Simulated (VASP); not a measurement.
Wanted: the native input for a VASP 6.6.1 run.

- Task: single point
- Functional: PBEsol
- Potentials or basis: VASP PAW PBE potentials, release 64 (Al)
- Cutoff: 520 eV
- k mesh: 21 × 21 × 10
- Occupations: gaussian, width 0.15 eV
- Spin: no spin polarisation
- Dipole correction: no
- Further INCAR settings: ALGO = Fast; EDIFF = 1e-06; NBANDS = 10

The structure of Al lies in POSCAR:

```
Al
1.0
    3.1814494936      0.0000000000      0.0000000000
   -1.5907247468      2.7552160823      0.0000000000
    0.0000000000      0.0000000000      4.8668500000
Al
2
Direct
    0.6666666667      0.3333333333      0.7500000000
    0.3333333333      0.6666666667      0.2500000000
```

This isn't the form of Al at room conditions, which is fcc.

The cell isn't the ideal one: strain +0.1312 x Voigt [1, 1, 0, 0, 0, 0], atoms carried along.

One way to write it, as run:

INCAR

```
SYSTEM = Al
ALGO = Fast ; EDIFF = 1E-6
ENCUT = 520 ; GGA = PS
ISIF = 2 ; ISMEAR = 0
LASPH = .True. ; LCHARG = .False.
LREAL = .False. ; LWAVE = .False.
NBANDS = 10 ; NELM = 100
PREC = Accurate ; SIGMA = 0.15
```

KPOINTS

```
k-points
0
Gamma
  21 21 10
  0 0 0
```

Potentials or basis: VASP PAW PBE potentials, release 64 (Al).

Command:

```console
$ cat potpaw_PBE.64/Al/POTCAR > POTCAR
$ mpirun -np 1 vasp_std > vasp.out
```

It gave:

```
Pressure               : -11.2 GPa
Band gap on the k mesh : none (metal or under the smearing width)
```

Caveat: the PAW data sets were made with another functional, which shifts forces and pressure a little.

Run time: 29 s on 1 thread of Intel(R) Xeon(R) 6975P-C (Granite Rapids), with other jobs on the host, peak memory 0.22 GiB.
